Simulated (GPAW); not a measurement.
The system is ZrS2.

```
CELL_PARAMETERS angstrom
3.69138 0.00000 0.00000
-1.84569 3.19683 0.00000
0.00000 0.00000 6.04108
ATOMIC_POSITIONS crystal
Zr 0.00000 0.00000 0.00000
S 0.33333 0.66667 0.23791
S 0.66667 0.33333 0.76209
```

The cell is a database's computed one.

Base run:

```yaml
Program: GPAW 26.7.0
Functional: RPBE
Potentials_or_basis: the program's PAW data sets (release 1.2.1) made for this functional
Cutoff: 600 eV
Basis: pw
k_mesh: 8 × 8 × 5
Occupations: fermi-dirac, width 0.05 eV
Spin: no spin polarisation
```

Its results: band gap on the k mesh 1.11 eV, indirect (least direct gap 1.67 eV); pressure 2.4 GPa; largest force 0.111 eV/Å.

The run is repeated on the same cell with these changes: functional from RPBE to revPBE. What comes out?

Band gap on the k mesh 1.09 eV, indirect (least direct gap 1.66 eV); pressure 1.8 GPa; largest force 0.081 eV/Å.

Caveats: this functional lacks dispersion, which binds the layers, so the pressure and a relaxed spacing across them are unreliable.
